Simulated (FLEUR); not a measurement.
# CuO (P-1) in FLEUR: a series of runs

Runs on CuO. Level: LDA. Tasks: band structure, equation of state.

Everything below comes from runs of FLEUR MaX-R8.1 (later development tree). Logs are shortened: lines on timing, memory, paths and dates and some standing lists are left out, and cuts for length are marked.

### 1 Starting point

The typed cell holds 4 atoms: a = 2.880 Å, b = 2.880 Å, c = 5.176 Å, α = 89.81°, β = 89.81°, γ = 89.22°.

The cell comes from a database or a generator and needn't be the stable form of this composition.

### 2 Band structure, LDA

Contents of inp.xml:

```xml
<?xml version="1.0" encoding="UTF-8" standalone="no"?>
<fleurInput fleurInputVersion="0.39">
   <comment>
      CuO                                                                                                 
   </comment>
   <calculationSetup>
      <cutoffs Kmax="5.1" Gmax="15.8" GmaxXC="15.8" numbands="0"/>
      <scfLoop itmax="60" minDistance="0.00001" maxIterBroyd="15" imix="Anderson" alpha="0.05" precondParam="0.0" spinf="2.0" sdNocoIR="T"/>
      <coreElectrons ctail="T" frcor="F" kcrel="0" coretail_lmax="0"/>
      <xcFunctional name="vwn" relativisticCorrections="F"/>
      <magnetism jspins="1"/>
      <soc l_soc="F" theta="0.0" phi="0.0" spav="F"/>
      <expertModes spex="0" secvar="F"/>
      <geometryOptimization l_f="F" forcealpha="1.0" forcemix="BFGS" epsdisp="0.00001" epsforce="0.00001"/>
      <ldaU l_linMix="F" mixParam="0.05" spinf="1.0"/>
   </calculationSetup>
   <cell>
      <bzIntegration valenceElectrons="50.0" mode="hist" fermiSmearingEnergy="0.00183747">
         <kPointListSelection listName="default-1"/>
         <!-- k-points included here -->
         <xi:include xmlns:xi="http://www.w3.org/2001/XInclude" href="kpts.xml"> </xi:include>
      </bzIntegration>
      <!-- symmetry operations included here -->
      <xi:include xmlns:xi="http://www.w3.org/2001/XInclude" href="sym.xml"> </xi:include>
      <bulkLattice scale="1.0">
         <bravaisMatrix>
[... 33 lines left out ...]
         <lo type="SCLO" l="1" n="2" eDeriv="2"/>
         <lo type="SCLO" l="2" n="3" eDeriv="2"/>
      </species>
   </atomSpecies>
   <atomGroups>
      <atomGroup species="Copper (Cu)">
         <relPos label="                   1">.0000000000 1.000/2.000 .0000000000</relPos>
         <force calculate="T" relaxXYZ="TTT"/>
      </atomGroup>
      <atomGroup species="Copper (Cu)">
         <relPos label="                   2">1.000/2.000 .0000000000 1.000/2.000</relPos>
         <force calculate="T" relaxXYZ="TTT"/>
      </atomGroup>
      <atomGroup species="Oxygen (O)">
         <relPos label="                   3">-.0015760300 .0016717800 -.2501129000</relPos>
         <relPos label="                   4">.0015760300 -.0016717800 .2501129000</relPos>
         <force calculate="T" relaxXYZ="TTT"/>
      </atomGroup>
   </atomGroups>
   <output dos="F" band="F" slice="F">
      <checks vchk="F" cdinf="F"/>
      <bandDOS minEnergy="-.5*Htr" maxEnergy="0.5*Htr" sigma="0.015" storeEVData="T"/>
      <vacuumDOS vacdos="F" integ="F" star="F" nstars="0" locx1="0.0" locy1="0.0" locx2="0.0" locy2="0.0" nstm="0" tworkf="0.0"/>
      <unfoldingBand unfoldBand="F" supercellX="1" supercellY="1" supercellZ="1"/>
      <plotting iplot="0" polar="F">
         <plot TwoD="T" vec1="  1.0  0.0  0.0" vec2="  0.0  1.0  0.0" vec3="  0.0  0.0  1.0" zero="  0.0  0.0  0.0" file="plot"/>
      </plotting>
      <chargeDensitySlicing numkpt="0" minEigenval="0.0" maxEigenval="0.0" nnne="0" pallst="F"/>
      <specialOutput eonly="F"/>
      <moessbauerParams electricFieldGradient="T" isomerShift="T" coreHyperfine="T" valenceHyperfine="T"/>
      <magneticCircularDichroism mcd="F" energyLo="-10.0" energyUp="0.0"/>
   </output>
  <!-- We include the file relax.xml here to enable relaxations (see documentation) -->
  <xi:include xmlns:xi="http://www.w3.org/2001/XInclude" href="relax.xml"> <xi:fallback/> </xi:include>
</fleurInput>
```

Contents of crystal.txt:

```
CuO
&input cartesian=F /
2.8795009639  0.0000000000  0.0000000000
0.0390727580  2.8792794796  0.0000000000
0.0174953863  0.0172449008  5.1763391994
1.8897261246
1.0 1.0 1.0

4
29 0.0000000000  0.5000000000  0.0000000000
29 0.5000000000  0.0000000000  0.5000000000
8 0.9984239700  0.0016717800  0.7498871000
8 0.0015760300  0.9983282200  0.2501129000

&kpt div1=9 div2=9 div3=5 gamma=T /
```

Contents of inp.xml (bands):

```
<?xml version="1.0" encoding="UTF-8" standalone="no"?>
<fleurInput fleurInputVersion="0.39">
   <comment>
      CuO                                                                                                 
   </comment>
   <calculationSetup>
      <cutoffs Kmax="5.1" Gmax="15.8" GmaxXC="15.8" numbands="0"/>
      <scfLoop itmax="60" minDistance="0.00001" maxIterBroyd="15" imix="Anderson" alpha="0.05" precondParam="0.0" spinf="2.0" sdNocoIR="T"/>
      <coreElectrons ctail="T" frcor="F" kcrel="0" coretail_lmax="0"/>
      <xcFunctional name="vwn" relativisticCorrections="F"/>
      <magnetism jspins="1"/>
      <soc l_soc="F" theta="0.0" phi="0.0" spav="F"/>
      <expertModes spex="0" secvar="F"/>
      <geometryOptimization l_f="F" forcealpha="1.0" forcemix="BFGS" epsdisp="0.00001" epsforce="0.00001"/>
      <ldaU l_linMix="F" mixParam="0.05" spinf="1.0"/>
   </calculationSetup>
   <cell>
      <bzIntegration valenceElectrons="50.0" mode="hist" fermiSmearingEnergy="0.00183747">
         <kPointListSelection listName="path-1"/>
         <!-- k-points included here -->
         <xi:include xmlns:xi="http://www.w3.org/2001/XInclude" href="kpts.xml"> </xi:include>
      </bzIntegration>
      <!-- symmetry operations included here -->
      <xi:include xmlns:xi="http://www.w3.org/2001/XInclude" href="sym.xml"> </xi:include>
      <bulkLattice scale="1.0">
[... 34 lines left out ...]
         <lo type="SCLO" l="1" n="2" eDeriv="2"/>
         <lo type="SCLO" l="2" n="3" eDeriv="2"/>
      </species>
   </atomSpecies>
   <atomGroups>
      <atomGroup species="Copper (Cu)">
         <relPos label="                   1">.0000000000 1.000/2.000 .0000000000</relPos>
         <force calculate="T" relaxXYZ="TTT"/>
      </atomGroup>
      <atomGroup species="Copper (Cu)">
         <relPos label="                   2">1.000/2.000 .0000000000 1.000/2.000</relPos>
         <force calculate="T" relaxXYZ="TTT"/>
      </atomGroup>
      <atomGroup species="Oxygen (O)">
         <relPos label="                   3">-.0015760300 .0016717800 -.2501129000</relPos>
         <relPos label="                   4">.0015760300 -.0016717800 .2501129000</relPos>
         <force calculate="T" relaxXYZ="TTT"/>
      </atomGroup>
   </atomGroups>
   <output dos="F" band="T" slice="F">
      <checks vchk="F" cdinf="F"/>
      <bandDOS minEnergy="-.5*Htr" maxEnergy="0.5*Htr" sigma="0.015" storeEVData="T"/>
      <vacuumDOS vacdos="F" integ="F" star="F" nstars="0" locx1="0.0" locy1="0.0" locx2="0.0" locy2="0.0" nstm="0" tworkf="0.0"/>
      <unfoldingBand unfoldBand="F" supercellX="1" supercellY="1" supercellZ="1"/>
      <plotting iplot="0" polar="F">
         <plot TwoD="T" vec1="  1.0  0.0  0.0" vec2="  0.0  1.0  0.0" vec3="  0.0  0.0  1.0" zero="  0.0  0.0  0.0" file="plot"/>
      </plotting>
      <chargeDensitySlicing numkpt="0" minEigenval="0.0" maxEigenval="0.0" nnne="0" pallst="F"/>
      <specialOutput eonly="F"/>
      <moessbauerParams electricFieldGradient="T" isomerShift="T" coreHyperfine="T" valenceHyperfine="T"/>
      <magneticCircularDichroism mcd="F" energyLo="-10.0" energyUp="0.0"/>
   </output>
  <!-- We include the file relax.xml here to enable relaxations (see documentation) -->
  <xi:include xmlns:xi="http://www.w3.org/2001/XInclude" href="relax.xml"> <xi:fallback/> </xi:include>
</fleurInput>
```

Potentials or basis: all-electron, FLAPW.

Command:

```bash
> inpgen -f crystal.txt -profile fastHighL
> # inp.xml edited to the form shown
> fleur_MPI
> fleur_MPI   # second run, on inp.xml (bands)
```

What it wrote:

```text
Welcome to FLEUR        (www.flapw.de)
      MaX-Release 8.1          (www.max-centre.eu)

 ========== k-point set info ==========
 Selected k-point list: default-1
 k-point list type: mesh
 9 x 9 x 5
 Number of k points: 203

 ------------Calculation Setup---------------------------
 Number of MPI-tasks      :            1
 Number of PE/node        :            1
 Number of OMP-threads    :            1
 Most efficient MPI parallelization for:
           1           7          29         203
 Additional eigenvalue parallelization possible
 Number of basis functions:          803
 Approximate size of matrices (H+S) per k-point:         0.010 GB
 --------------------------------------------------------
 Iteration:     1   Distance:      48.56431707 me/bohr^3
 Iteration:     2   Distance:      36.53376733 me/bohr^3
 Iteration:     3   Distance:      15.04779430 me/bohr^3
 Iteration:     4   Distance:      12.01354189 me/bohr^3
 Iteration:     5   Distance:       6.66540607 me/bohr^3
 Iteration:     6   Distance:       5.20524513 me/bohr^3
 Iteration:     7   Distance:       1.23082535 me/bohr^3
 Iteration:     8   Distance:       0.95486323 me/bohr^3
 Iteration:     9   Distance:       1.07118678 me/bohr^3
 Iteration:    10   Distance:       0.12920827 me/bohr^3
 Iteration:    11   Distance:       0.07117579 me/bohr^3
 Iteration:    12   Distance:       0.00775984 me/bohr^3
 Iteration:    13   Distance:       0.00505650 me/bohr^3
 Iteration:    14   Distance:       0.00098488 me/bohr^3
 Iteration:    15   Distance:       0.00076099 me/bohr^3
 Iteration:    16   Distance:       0.00048274 me/bohr^3
 Iteration:    17   Distance:       0.00040306 me/bohr^3
 Iteration:    18   Distance:       0.00020573 me/bohr^3
 Iteration:    19   Distance:       0.00009149 me/bohr^3
 Iteration:    20   Distance:       0.00002689 me/bohr^3
 Iteration:    21   Distance:       0.00000396 me/bohr^3

 ********************************************************************
 Run finished successfully
 Stop message:
   all done
 ********************************************************************
```

Run time: 17 min. Hardware: 1 thread of Arm Neoverse V2, shared host; peak memory 0.18 GiB.

Results:

```
Free energy                                           : -94003.3308 eV
Band gap along the path                               : none (metal or under the smearing width)
Valence electrons inside the program's atomic spheres : Cu 17.12; O 4.68 (radii Cu 1.92, O 1.47 bohr)
```

Levels at the corners of the path, in eV from the Fermi level:
| point | band 22 | band 23 | band 24 | band 25 | band 26 | band 27 | band 28 | band 29 |
| --- | --- | --- | --- | --- | --- | --- | --- | --- |
| Γ | -2.40 | -2.32 | -2.02 | 0.68 | 0.71 | 1.48 | 6.11 | 7.25 |
| Y | -2.34 | -1.62 | -1.16 | -1.15 | 1.20 | 2.02 | 7.00 | 9.72 |
| F | -1.99 | -1.38 | -1.38 | -0.48 | -0.43 | 3.85 | 3.93 | 10.62 |
| L | -1.99 | -1.38 | -1.38 | -0.46 | -0.46 | 3.89 | 3.89 | 10.62 |
| I | -2.00 | -1.38 | -1.38 | -0.46 | -0.46 | 3.89 | 3.89 | 10.62 |
| I1 | -2.00 | -1.38 | -1.38 | -0.46 | -0.46 | 3.89 | 3.89 | 10.62 |
| Z | -2.36 | -1.53 | -1.53 | 0.10 | 0.10 | 3.55 | 3.56 | 11.44 |
| F1 | -1.99 | -1.38 | -1.38 | -0.48 | -0.43 | 3.85 | 3.93 | 10.62 |
| Y | -2.34 | -1.62 | -1.16 | -1.15 | 1.20 | 2.02 | 7.00 | 9.72 |
| X1 | -2.34 | -1.62 | -1.16 | -1.15 | 1.20 | 2.03 | 6.99 | 9.72 |
| X | -2.34 | -1.62 | -1.16 | -1.15 | 1.20 | 2.03 | 6.99 | 9.72 |
| Γ | -2.40 | -2.32 | -2.02 | 0.68 | 0.71 | 1.48 | 6.11 | 7.25 |
| N | -1.93 | -1.58 | -1.50 | 0.24 | 0.46 | 3.36 | 5.97 | 6.53 |
| M | -2.40 | -2.03 | -1.83 | -0.10 | 0.71 | 4.13 | 5.89 | 8.27 |
| Γ | -2.40 | -2.32 | -2.02 | 0.68 | 0.71 | 1.48 | 6.11 | 7.25 |

Core levels (eV from the Fermi level):
```tsv
atom	levels
1 Cu	1s1/2 -8829.0, 2s1/2 -1058.1, 2p1/2 -927.9, 2p3/2 -907.4
2 Cu	1s1/2 -8829.0, 2s1/2 -1058.1, 2p1/2 -927.9, 2p3/2 -907.4
3 O	1s1/2 -502.8
4 O	1s1/2 -502.8
```

Caveat: the run has no spin polarisation, though such a crystal can be magnetic; semilocal functionals often make such compounds metallic where correlation or magnetic order opens a gap, which also shifts bond lengths.

### 3 Equation of state, LDA, 10.09 Å³/atom (volume scaled by 0.94)

Changes to inp.xml since step 2:

```diff
@@ -6,3 +6,3 @@
    <calculationSetup>
-      <cutoffs Kmax="5.1" Gmax="15.8" GmaxXC="15.8" numbands="0"/>
+      <cutoffs Kmax="5.27" Gmax="16.3" GmaxXC="16.3" numbands="0"/>
       <scfLoop itmax="60" minDistance="0.00001" maxIterBroyd="15" imix="Anderson" alpha="0.05" precondParam="0.0" spinf="2.0" sdNocoIR="T"/>
@@ -24,3 +24,3 @@
       <xi:include xmlns:xi="http://www.w3.org/2001/XInclude" href="sym.xml"> </xi:include>
-      <bulkLattice scale="1.0">
+      <bulkLattice scale="0.9795861087">
          <bravaisMatrix>
@@ -34,3 +34,3 @@
       <species name="Copper (Cu)" element="Cu" atomicNumber="29">
-         <mtSphere radius="1.92" gridPoints="635" logIncrement="0.019"/>
+         <mtSphere radius="1.86" gridPoints="635" logIncrement="0.019"/>
          <atomicCutoffs lmax="8" lnonsphr="8"/>
@@ -49,3 +49,3 @@
       <species name="Oxygen (O)" element="O" atomicNumber="8">
-         <mtSphere radius="1.47" gridPoints="487" logIncrement="0.022"/>
+         <mtSphere radius="1.42" gridPoints="487" logIncrement="0.022"/>
          <atomicCutoffs lmax="8" lnonsphr="8"/>
```

Potentials or basis: all-electron, FLAPW.

Command:

```bash
> inpgen -f crystal.txt -profile fastHighL
> # inp.xml edited to the form shown
> fleur_MPI
```

Run time: 16 min. Hardware: 1 thread of Arm Neoverse V2, shared host; peak memory 0.18 GiB.

It converged, with:

```
Free energy                                           : -94003.3781 eV
Band gap on the k mesh                                : none (metal or under the smearing width)
Valence electrons inside the program's atomic spheres : Cu 17.00, 17.01; O 4.54 (radii Cu 1.86, O 1.42 bohr)
```

Caveat: the run has no spin polarisation, though such a crystal can be magnetic; semilocal functionals often make such compounds metallic where correlation or magnetic order opens a gap, which also shifts bond lengths.

### 4 Equation of state, LDA, 10.30 Å³/atom (volume scaled by 0.96)

Changes to inp.xml since step 3:

```diff
@@ -24,3 +24,3 @@
       <xi:include xmlns:xi="http://www.w3.org/2001/XInclude" href="sym.xml"> </xi:include>
-      <bulkLattice scale="0.9795861087">
+      <bulkLattice scale="0.9864848297">
          <bravaisMatrix>
```

Command:

```bash
> inpgen -f crystal.txt -profile fastHighL
> # inp.xml edited to the form shown
> fleur_MPI
```

Wall time 18 min (1 thread of Arm Neoverse V2, shared host); peak memory 0.18 GiB.

It converged, with:

- Free energy: -94003.3813 eV
- Band gap on the k mesh: none (metal or under the smearing width)
- Valence electrons inside the program's atomic spheres: Cu 16.99; O 4.52 (radii Cu 1.86, O 1.42 bohr)

Caveat: the run has no spin polarisation, though such a crystal can be magnetic; semilocal functionals often make such compounds metallic where correlation or magnetic order opens a gap, which also shifts bond lengths.

### 5 Equation of state, LDA, 10.73 Å³/atom

Changes to inp.xml since step 4:

```diff
@@ -24,3 +24,3 @@
       <xi:include xmlns:xi="http://www.w3.org/2001/XInclude" href="sym.xml"> </xi:include>
-      <bulkLattice scale="0.9864848297">
+      <bulkLattice scale="1.0000000000">
          <bravaisMatrix>
```

Command:

```bash
> inpgen -f crystal.txt -profile fastHighL
> # inp.xml edited to the form shown
> fleur_MPI
```

Run time: 18 min. Hardware: 1 thread of Arm Neoverse V2, shared host; peak memory 0.18 GiB.

Results (log left out):

* Free energy: -94003.3266 eV
* Band gap on the k mesh: none (metal or under the smearing width)
* Valence electrons inside the program's atomic spheres: Cu 16.97; O 4.50 (radii Cu 1.86, O 1.42 bohr)

Caveat: the run has no spin polarisation, though such a crystal can be magnetic; semilocal functionals often make such compounds metallic where correlation or magnetic order opens a gap, which also shifts bond lengths.

### 6 Equation of state, LDA, 11.16 Å³/atom (volume scaled by 1.04)

Changes to inp.xml since step 5:

```diff
@@ -24,3 +24,3 @@
       <xi:include xmlns:xi="http://www.w3.org/2001/XInclude" href="sym.xml"> </xi:include>
-      <bulkLattice scale="1.0000000000">
+      <bulkLattice scale="1.0131594038">
          <bravaisMatrix>
```

Potentials or basis: all-electron, FLAPW.

Command:

```bash
> inpgen -f crystal.txt -profile fastHighL
> # inp.xml edited to the form shown
> fleur_MPI
```

Wall time 19 min (1 thread of Arm Neoverse V2, shared host); peak memory 0.18 GiB.

Results (log left out):

* Free energy: -94003.2054 eV
* Band gap on the k mesh: none (metal or under the smearing width)
* Valence electrons inside the program's atomic spheres: Cu 16.95; O 4.48 (radii Cu 1.86, O 1.42 bohr)

Caveat: the run has no spin polarisation, though such a crystal can be magnetic; semilocal functionals often make such compounds metallic where correlation or magnetic order opens a gap, which also shifts bond lengths.

### 7 Equation of state, LDA, 11.37 Å³/atom (volume scaled by 1.06)

Changes to inp.xml since step 6:

```diff
@@ -24,3 +24,3 @@
       <xi:include xmlns:xi="http://www.w3.org/2001/XInclude" href="sym.xml"> </xi:include>
-      <bulkLattice scale="1.0131594038">
+      <bulkLattice scale="1.0196128224">
          <bravaisMatrix>
```

Command:

```bash
> inpgen -f crystal.txt -profile fastHighL
> # inp.xml edited to the form shown
> fleur_MPI
```

It took 21 min on 1 thread of Arm Neoverse V2, shared host; peak memory 0.18 GiB.

Results (log left out):

```yaml
Free_energy: -94003.1242 eV
Band_gap_on_the_k_mesh: none (metal or under the smearing width)
Valence_electrons_inside_the_program's_atomic_spheres: Cu 16.94; O 4.47 (radii Cu 1.86, O 1.42 bohr)
```

Caveat: the run has no spin polarisation, though such a crystal can be magnetic; semilocal functionals often make such compounds metallic where correlation or magnetic order opens a gap, which also shifts bond lengths.

### 8 Equation of state, LDA

This step only gathers the single runs of the series.

What came out:

| Item | Value |
| --- | --- |
| Equilibrium volume | 10.22 Å³/atom |
| Bulk modulus at fixed shape and positions | 196 GPa |
| Pressure derivative of the bulk modulus | 4.7 (rough: it moves with the points fitted) |

Energy against volume, from the lowest point:
```csv
volume (Å³/atom),energy (meV/atom)
10.085,0.80
10.300,0.00
10.729,13.69
11.158,43.99
11.373,64.29
```

Caveat: the cell was scaled at fixed shape and fractional positions, which overstates the stiffness of a crystal with free parameters, most of all of layers and chains; the run has no spin polarisation, though such a crystal can be magnetic.
